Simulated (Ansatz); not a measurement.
Computed with DFT PBE, scalar-relativistic, plane waves, PAW in Ansatz. Settings: cutoff 420 eV, Γ-centred meshes spaced at most about 0.3 Å⁻¹ (2π included), Gaussian smearing. No spin polarisation in the final relaxations.

All energies are static (0 K, no zero-point motion).

Two relaxed structures of Ga4AsP3:

A.

```
CELL_PARAMETERS angstrom
3.93467 0.00000 0.00000
0.00000 3.93467 0.00000
0.00000 0.00000 11.12960
ATOMIC_POSITIONS crystal
Ga 0.50000 0.00000 0.63204
Ga 0.00000 0.50000 0.87743
Ga 0.50000 0.00000 0.12257
Ga 0.00000 0.50000 0.36796
P 0.00000 0.00000 0.00000
P 0.50000 0.50000 0.24534
P 0.50000 0.50000 0.75466
As 0.00000 0.00000 0.50000
```

B.

```
CELL_PARAMETERS angstrom
3.92165 0.00000 0.00000
-1.96083 3.39625 0.00000
0.00000 0.00000 12.93726
ATOMIC_POSITIONS crystal
Ga 0.33333 0.66667 0.50589
Ga 0.33333 0.66667 0.99826
Ga 0.66667 0.33333 0.24436
Ga 0.66667 0.33333 0.75181
P 0.33333 0.66667 0.18356
P 0.33333 0.66667 0.69062
P 0.66667 0.33333 0.93703
As 0.66667 0.33333 0.43648
```

Question: Which is lower in energy, and by how much?

Answer: A is lower, by 11 meV/atom. A has P and As ordered on zinc blende sites, space group P-4m2 (No. 115), 21.5 Å³/atom and a gap of 1.16 eV on its mesh; B has P and As ordered on wurtzite sites, space group P3m1 (No. 156), 21.5 Å³/atom and a gap of 0.93 eV. Counting As or P atoms around Ga (for each partner element, those within 1.25 times its shortest distance or 1.15 times the sum of covalent radii, where it is the nearest in units of that sum or under 1.3), A and B both have Ga 4. Both come from invented guesses.

Kohn–Sham gaps at this level usually fall short of measured ones. With atoms moved at random, P-4m2 came back. Other cells relaxed within their symmetry can be saddle points.
